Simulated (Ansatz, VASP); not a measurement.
TaN in VASP and in Ansatz

File INCAR:

```
PREC = Accurate
ENCUT = 520
EDIFF = 1E-6
ISMEAR = -1
SIGMA = 0.02
LREAL = F
LASPH = T
NELM = 80
ALGO = Normal
ISIF = 2
LWAVE = F
LCHARG = F
GGA = PE
NBANDS = 15
```

The input KPOINTS:

```
regular mesh
0
Gamma
  9 9 9
```

The input POSCAR:

```
TaN
1.0
    0.0000000000      2.1354200000      2.1790000000
    2.1354200000      0.0000000000      2.1790000000
    2.1354200000      2.1354200000      0.0000000000
Ta N
1 1
Direct
    0.5000000000      0.5000000000      0.5000000000
    0.0000000000      0.0000000000      0.0000000000
```

Input for Ansatz:

```yaml
crystal:
  lattice:
    - [0.0, 2.13542, 2.179]
    - [2.13542, 0.0, 2.179]
    - [2.13542, 2.13542, 0.0]
  atoms:
    - { symbol: Ta, position: [0.5, 0.5, 0.5] }
    - { symbol: "N", position: [0.0, 0.0, 0.0] }
kpoints:
  mp_grid: { grid: [9, 9, 9] }
  band_path:
    path:
      - [0.0, 0.0, 0.0]
      - [0.0, 0.5, 0.5]
      - [0.25, 0.75, 0.5]
      - [0.0, 0.5, 0.0]
      - [0.0, 0.0, 0.0]
      - [0.5, 0.5, 0.0]
      - [0.37005, 0.62995, 0.0]
      - [-0.37005, 0.37005, 0.0]
      - [0.0, 0.0, 0.0]
    npoints: 5
scf:
  occupations: { method: fermi_dirac, width: 0.02 }
hamiltonian:
  xc: pbe
  pseudopotentials: { kind: all_electron, lapw: { basis_error: 0.0005 } }
output:
  forces: true
  stress: true
  eigenvalues: true
```

Change from the starting cell: equal xx and yy strain of -2 %.

Alike in both runs: task single point; functional PBE; k mesh 9 × 9 × 9; occupations fermi-dirac, width 0.02 eV; no spin polarisation.

|  | VASP | Ansatz |
| --- | --- | --- |
| version | VASP 6.6.1 | Ansatz 0.2.0 |
| potentials or method | VASP PAW PBE potentials, release 64 (Ta_pv, N) | all-electron LAPW, scalar-relativistic |
| plane-wave cutoff (eV) | 520 | see its input |

```csv
,VASP,Ansatz,Ansatz less VASP
pressure (GPa),33.4,32.1,-1.30
largest component of the traceless stress (GPa),12.20,12.09,-0.105
```

Ansatz ran all-electron here, so the differences hold the error of VASP's frozen core and of both bases.

Caveats: so large a pressure means that the cell lies far from this level's equilibrium, or that cutoff or potentials fall short (VASP). Spin-orbit coupling is left out, which matters for the levels of Ta.
